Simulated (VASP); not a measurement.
# PtS2 (P-3m1) in VASP: further runs

Runs on PtS2. Level: r2SCAN. Tasks: single point.

Program: VASP 6.6.1. These are calculated values, not measurements. Logs are shortened: lines on timing, memory, paths and dates and some standing lists are left out, and cuts for length are marked.

## (1) The crystal as given

Symmetry: P-3m1, No. 164, trigonal system. Conventional cell: a = 3.543 Å, b = 3.543 Å, c = 5.039 Å, α = 90.00°, β = 90.00°, γ = 120.00°. Pt (site symmetry -3m) has 6 S at 2.34 Å as nearest neighbours. S (site symmetry 3m) is surrounded by 3 Pt at 2.34 Å.

## (2) Single point, r2SCAN

INCAR reads:

```
SYSTEM = PtS2
  PREC = Accurate
  ENCUT = 300
  EDIFF = 1E-7
  ISMEAR = 0
  SIGMA = 0.05
  LREAL = .FALSE.
  LASPH = .TRUE.
  NELM = 100
  ALGO = Normal
  ISIF = 2
  LWAVE = .FALSE.
  LCHARG = .FALSE.
  METAGGA = R2SCAN
  LMIXTAU = .TRUE.
  ADDGRID = .FALSE.
```

KPOINTS reads:

```
regular mesh
0
G
  3 3 2
  0 0 0
```

POSCAR reads:

```
PtS2
1.0
    3.5432000000      0.0000000000      0.0000000000
   -1.7716000000      3.0685012107      0.0000000000
    0.0000000000      0.0000000000      5.0388000000
Pt S
1 2
Direct
    0.0000000000      0.0000000000      0.0000000000
    0.6666666667      0.3333333333      0.7730000000
    0.3333333333      0.6666666667      0.2270000000
```

Potentials or basis: VASP PAW PBE potentials, release 64 (Pt, S).

The run is started by

```bash
cat potpaw_PBE.64/Pt/POTCAR potpaw_PBE.64/S/POTCAR > POTCAR
mpirun -np 1 vasp_std > vasp.out
```

OUTCAR:

```text
SYSTEM = PtS2
   PREC = Accurate
   ENCUT = 300
   EDIFF = 1E-7
   ISMEAR = 0
   LREAL = .FALSE.
   LASPH = .TRUE.
   NELM = 100
   ISIF = 2
   METAGGA = R2SCAN

 Found      6 irreducible k-points:

 Following reciprocal coordinates:
            Coordinates               Weight
  0.000000  0.000000  0.000000      1.000000
  0.333333 -0.000000  0.000000      6.000000
  0.333333  0.333333  0.000000      2.000000
  0.000000  0.000000  0.500000      1.000000
  0.333333 -0.000000  0.500000      6.000000
  0.333333  0.333333  0.500000      2.000000
   k-points           NKPTS =      6   k-points in BZ     NKDIM =      6   number of bands    NBANDS=     15
   number of dos      NEDOS =    301   number of ions     NIONS =      3
   total plane-waves  NPLWV =  11200
   dimension x,y,z NGX =    20 NGY =   20 NGZ =   28
   dimension x,y,z NGXF=    40 NGYF=   40 NGZF=   56
   ions per type =               1   2
   NGX,Y,Z   is equivalent  to a cutoff of   9.38,  9.38,  9.24 a.u.
   NGXF,Y,Z  is equivalent  to a cutoff of  18.77, 18.77, 18.48 a.u.
 SYSTEM =  PtS2
   PREC   = accura    normal or accurate (medium, high low for compatibility)
   ISTART =      0    job   : 0-new  1-cont  2-samecut
   ICHARG =      2    charge: 1-file 2-atom 10-const
   ISPIN  =      1    spin polarized calculation?
   LNONCOLLINEAR =      F non collinear calculations
   LSORBIT =      F    spin-orbit coupling
   LASPH  =      T    aspherical Exc in radial PAW
   ENCUT  =  300.0 eV  22.05 Ry    4.70 a.u.   5.00  5.00  7.12*2*pi/ulx,y,z
   NELM   =    100;   NELMIN=  2; NELMDL= -5     # of ELM steps
   EDIFF  = 0.1E-06   stopping-criterion for ELM
   LREAL  =      F    real-space projection
   EDIFFG = 0.1E-05   stopping-criterion for IOM
   NSW    =      0    number of steps for IOM
   IBRION =     -1    ionic relax: 0-MD 1-quasi-New 2-CG
   NFREE  =      0    steps in history (QN), initial steepest desc. (CG)
   ISIF   =      2    stress and relaxation
   ISYM   =      2    0-nonsym 1-usesym 2-fastsym
   POTIM  = 0.5000    time-step for ionic-motion
   TEBEG  =    0.0;   TEEND  =   0.0 temperature during run
   PSTRESS=    0.0 pullay stress
   NELECT =      22.0000    total number of electrons
   NUPDOWN=      -1.0000    fix difference up-down
   EMIN   =  10.00;   EMAX   =-10.00  energy-range for DOS
   EFERMI =   0.00;   METHOD = LEGACY
   ISMEAR =     0;   SIGMA  =   0.05  broadening in eV -4-tet -1-fermi 0-gaus
   EFERMI_NEDOS =   21; number of points for ismear=-14 and -15
   IALGO  =     38    algorithm
   IMIX   =      4    mixing-type and parameters
     AMIX     =   0.40;   BMIX     =  1.00
     AMIX_MAG =   1.60;   BMIX_MAG =  1.00
  volume/ion in A,a.u.               =      18.26       123.23
  Fermi-wavevector in a.u.,A,eV,Ry     =   1.207812  2.282434 19.848315  1.458810
  Thomas-Fermi vector in A             =   2.343439
   LORBIT       =      0    0 simple, 1 ext, 2 COOP (PROOUT), +10 PAW based schemes
   METAGGA = R2SCAN    functional components
   LHFCALC =     F    Hartree Fock is set to
   AEXX    =    0.0000 exact exchange contribution
   IVDW    =     0    specifies the selected vdW correction
   LEPSILON=     F    determine dielectric tensor
   LRPA    =     F    only Hartree local field effects (RPA)
 non-spin polarized calculation
 Gauss-broadening in eV      SIGMA  =   0.05
  energy-cutoff  :      300.00
  volume of cell :       54.78
 maximum number of plane-waves:       660
 NGX is ok and might be reduce to    20
   NGX =  9   NGY =  9   NGZ = 15

 number of electron      21.9999989 magnetization

 Free energy of the ion-electron system (eV)
  ---------------------------------------------------
  ext. energy  EPLUGINS =         0.00000000
  ---------------------------------------------------
  free energy    TOTEN  =       -68.84392461 eV

  energy without entropy =      -68.84392461  energy(sigma->0) =      -68.84392461

 E-fermi :   6.6810     XC(G=0): -11.2826

 val. band max:        6.3999144106   @ k =   0.0000   0.0000   0.0000
 cond. band min:       7.7314421176   @ k =   0.3333   0.3333   0.0000
 fundamental gap:      1.3315277070
 Fermi energy:         6.6810057493

 k-point     1 :       0.0000    0.0000    0.0000
  band No.  band energies     occupation
      1      -9.7080      2.00000
      2      -6.3477      2.00000
      3      -0.7778      2.00000
      4      -0.7778      2.00000
      5      -0.6679      2.00000
      6       2.3735      2.00000
      7       2.3735      2.00000
      8       4.6394      2.00000
      9       5.3273      2.00000
     10       5.3273      2.00000
     11       6.3999      2.00000
     12       9.1580      0.00000
     13       9.1580      0.00000
     14      11.7470      0.00000
     15      12.9011      0.00000

 k-point     2 :       0.3333   -0.0000    0.0000
  band No.  band energies     occupation
      1      -8.3819      2.00000
      2      -7.0244      2.00000
      3      -0.4992      2.00000
      4      -0.0393      2.00000
      5       0.7819      2.00000
      6       0.8846      2.00000
      7       2.0765      2.00000
      8       3.1734      2.00000
      9       4.3768      2.00000
     10       4.3970      2.00000
     11       5.1244      2.00000
     12       8.3521      0.00000
     13       9.2605      0.00000
     14      12.2617      0.00000
     15      14.5996      0.00000
[... 41 lines left out ...]
      3      -0.8441      2.00000
      4      -0.0895      2.00000
      5       0.2549      2.00000
      6       1.7192      2.00000
      7       2.0974      2.00000
      8       3.3779      2.00000
      9       4.3596      2.00000
     10       4.6109      2.00000
     11       5.5432      2.00000
     12       8.1695      0.00000
     13       8.6759      0.00000
     14      12.2103      0.00000
     15      13.5519      0.00000

 k-point     6 :       0.3333    0.3333    0.5000
  band No.  band energies     occupation
      1      -7.3371      2.00000
      2      -7.3371      2.00000
      3      -0.2628      2.00000
      4      -0.2628      2.00000
      5      -0.2370      2.00000
      6       1.9777      2.00000
      7       1.9777      2.00000
      8       2.7979      2.00000
      9       2.8288      2.00000
     10       4.5327      2.00000
     11       4.5327      2.00000
     12       8.9224      0.00000
     13       8.9224      0.00000
     14      14.2580      0.00000
     15      14.9439      0.00000

------------------------ aborting loop because EDIFF is reached ----------------------------------------

  FORCE on cell =-STRESS in cart. coord.  units (eV):
  Direction    XX          YY          ZZ          XY          YZ          ZX
  --------------------------------------------------------------------------------------
  -------------------------------------------------------------------------------------
  Total        2.7977915      2.7977915      2.9214988      0.0000000     -0.0000000      0.0000000
  in kB       81.8232722     81.8232722     85.4411735      0.0000000     -0.0000000      0.0000000
  external PRESSURE =      83.0292393 kB  Pullay stress =       0.0000000 kB

 VOLUME and BASIS-vectors are now :
 -----------------------------------------------------------------------------
  energy-cutoff  :      300.00
  volume of cell :       54.78
      direct lattice vectors                 reciprocal lattice vectors
     3.543200000  0.000000000  0.000000000     0.282230752  0.162946001  0.000000000
    -1.771600000  3.068501211  0.000000000     0.000000000  0.325892001  0.000000000
     0.000000000  0.000000000  5.038800000     0.000000000  0.000000000  0.198459951

 POSITION                                       TOTAL-FORCE (eV/Angst)
 -----------------------------------------------------------------------------------
      0.00000      0.00000      0.00000         0.000000     -0.000000      0.000000
      1.77160      1.02283      3.89499         0.000000     -0.000000     -1.114531
     -0.00000      2.04567      1.14381        -0.000000      0.000000      1.114531
 -----------------------------------------------------------------------------------
    total drift:                                0.000000     -0.000000      0.000000

  FREE ENERGIE OF THE ION-ELECTRON SYSTEM (eV)
  ---------------------------------------------------
  free  energy   TOTEN  =       -68.8439246113 eV

  energy  without entropy=      -68.8439246113  energy(sigma->0) =      -68.84392461
```

stdout:

```text
POSCAR found type information on POSCAR PtS
 POSCAR found :  2 types and       3 ions
 scaLAPACK will be used
 -----------------------------------------------------------------------------
|                                                                             |
|                                                                             |
|     You enforced a specific xc type in the INCAR file but a different       |
|     I HOPE YOU KNOW WHAT YOU ARE DOING!                                     |
|                                                                             |
 -----------------------------------------------------------------------------

 LDA part: xc-table for (None), standard interpolation
 POSCAR, INCAR and KPOINTS ok, starting setup
 FFT: planning ... GRIDC
 FFT: planning ... GRID_SOFT
 FFT: planning ... GRID
 WAVECAR not read
 entering main loop
```

Run time: 17 s. Hardware: 1 thread of Intel Xeon Platinum 8559C (Emerald Rapids), shared host; peak memory 0.13 GiB.

These settings aren't checked as converged: the numbers below hold their error.

Results:

```
Free energy            : -68.8439 eV
Pressure               : 8.3 GPa
Largest force          : 1.115 eV/Å
Band gap on the k mesh : 1.33 eV, indirect (least direct gap 2.63 eV)
```

Caveat: the k mesh is coarse (spacing up to 0.68 Å⁻¹), so the values aren't converged; the cutoff is under 1.25 times the usual one of these potentials, so pressure, stress and relaxed cells hold a basis-set (Pulay) error; the PAW data sets were made with another functional, which shifts forces and pressure a little; spin-orbit coupling is left out, which moves the levels of the heavy elements; an odd mesh through Γ misses points on the zone boundary, where band edges often lie.

## (3) Single point, r2SCAN

INCAR: that of step 2 with these lines changed.

```diff
@@ -2,3 +2,3 @@
   PREC = Accurate
-  ENCUT = 300
+  ENCUT = 350
   EDIFF = 1E-7
```

KPOINTS is that of step 2.

POSCAR is that of step 2.

Potentials or basis: VASP PAW PBE potentials, release 64 (Pt, S).

The run is started by

```bash
cat potpaw_PBE.64/Pt/POTCAR potpaw_PBE.64/S/POTCAR > POTCAR
mpirun -np 1 vasp_std > vasp.out
```

Run time: 14 s. Hardware: 1 thread of Intel Xeon Platinum 8559C (Emerald Rapids), shared host; peak memory 0.14 GiB.

These settings aren't checked as converged: the numbers below hold their error.

Results:

| Item | Value |
| --- | --- |
| Free energy | -68.8410 eV |
| Pressure | 8.5 GPa |
| Largest force | 1.113 eV/Å |
| Band gap on the k mesh | 1.33 eV, indirect (least direct gap 2.62 eV) |

Caveat: the k mesh is coarse (spacing up to 0.68 Å⁻¹), so the values aren't converged; the PAW data sets were made with another functional, which shifts forces and pressure a little; spin-orbit coupling is left out, which moves the levels of the heavy elements; an odd mesh through Γ misses points on the zone boundary, where band edges often lie.

## (4) Single point, r2SCAN

INCAR: that of step 3 with these lines changed.

```diff
@@ -2,3 +2,3 @@
   PREC = Accurate
-  ENCUT = 350
+  ENCUT = 250
   EDIFF = 1E-7
```

KPOINTS reads:

```
regular mesh
0
G
  4 4 2
  0 0 0
```

POSCAR is that of step 3.

The run is started by

```bash
cat potpaw_PBE.64/Pt/POTCAR potpaw_PBE.64/S/POTCAR > POTCAR
mpirun -np 1 vasp_std > vasp.out
```

Wall time 14 s (1 thread of Intel Xeon Platinum 8559C (Emerald Rapids), shared host); peak memory 0.12 GiB.

The run converged, but a check on its numbers failed (symmetry, net force, bounds or a known fault of this set-up), so they aren't taken as properties of the crystal.

Caveat: the k mesh is coarse (spacing up to 0.62 Å⁻¹), so the values aren't converged; the cutoff lies under the usual one of these potentials, so the numbers hold a large basis-set error; the PAW data sets were made with another functional, which shifts forces and pressure a little; spin-orbit coupling is left out, which moves the levels of the heavy elements.

## (5) Single point, r2SCAN

INCAR: that of step 4 with these lines changed.

```diff
@@ -2,3 +2,3 @@
   PREC = Accurate
-  ENCUT = 250
+  ENCUT = 400
   EDIFF = 1E-7
```

KPOINTS reads:

```
regular mesh
0
G
  3 3 2
  0 0 0
```

POSCAR is that of step 4.

The run is started by

```bash
cat potpaw_PBE.64/Pt/POTCAR potpaw_PBE.64/S/POTCAR > POTCAR
mpirun -np 1 vasp_std > vasp.out
```

It took 20 s on 1 thread of Intel Xeon Platinum 8559C (Emerald Rapids), shared host; peak memory 0.15 GiB.

The run converged, but some of its settings lie outside the range that counts as converged, so its numbers aren't taken as properties of the crystal.

Results:

```yaml
Free_energy: -68.8428 eV
Pressure: 8.7 GPa
Largest_force: 1.112 eV/Å
Band_gap_on_the_k_mesh: 1.33 eV, indirect (least direct gap 2.62 eV)
```

Caveat: the k mesh is coarse (spacing up to 0.68 Å⁻¹), so the values aren't converged; the PAW data sets were made with another functional, which shifts forces and pressure a little; spin-orbit coupling is left out, which moves the levels of the heavy elements; an odd mesh through Γ misses points on the zone boundary, where band edges often lie.

## (6) For comparison

An earlier run on the cell as given: functional PBEsol; potentials or basis VASP PAW PBE potentials, release 64 (Pt, S); cutoff 520 eV; k mesh 9 × 9 × 5; occupations fermi-dirac, width 0.05 eV; no spin polarisation.

* Pressure: 6.1 GPa
* Largest force: 0.930 eV/Å
* Band gap on the k mesh: 0.96 eV, indirect (least direct gap 1.00 eV)
